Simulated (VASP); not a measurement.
A run of VASP 6.6.1 is set up as follows.

The input INCAR:

```
SYSTEM = SiO2
PREC = Accurate
ENCUT = 600
EDIFF = 1E-7
ISMEAR = 0
SIGMA = 0.03
LREAL = .FALSE.
LASPH = .TRUE.
NELM = 80
ALGO = Fast
ISIF = 4
LWAVE = .FALSE.
LCHARG = .FALSE.
GGA = PS
IBRION = 2
NSW = 40
EDIFFG = -0.01
KPAR = 2
```

File KPOINTS:

```
regular mesh
0
G
  8 8 10
  0 0 0
```

File POSCAR:

```
SiO2                                    
1.0
    4.2198130505      0.0000000000      0.0000000000
    0.0000000000      4.2198130505      0.0000000000
    0.0000000000      0.0000000000      2.7004691679
  Si              O             
     2     4
Direct
     0.0000000000000000    0.0000000000000000    0.0000000000000000
     0.5000000000000000    0.5000000000000000    0.5000000000000000
     0.3058244602396201    0.3058244602396201    0.0000000000000000
     0.1941755397603799    0.8058244602396201    0.5000000000000000
     0.6941755397603799    0.6941755397603799    0.0000000000000000
     0.8058244602396201    0.1941755397603799    0.5000000000000000
```

Potentials or basis: VASP PAW PBE potentials, release 64 (Si, O).

Run with:

```console
$ cat potpaw_PBE.64/Si/POTCAR potpaw_PBE.64/O/POTCAR > POTCAR
$ mpirun -np 2 vasp_std > vasp.out
```

Task: Estimate the band gap on the k mesh.

Result: 5.04 eV, direct.

Task: What does it give for the energy gained by relaxing?

Result: 0.3 meV/atom.

Forces on the atoms (eV/Å):
```
Si   0.000  0.000  0.000
Si   0.000  0.000  0.000
O    0.004  0.004  0.000
O   -0.004  0.004  0.000
O   -0.004 -0.004  0.000
O    0.004 -0.004  0.000
```

Caveat: the PAW data sets were made with another functional, which shifts forces and pressure a little. A k mesh can miss the band edges.
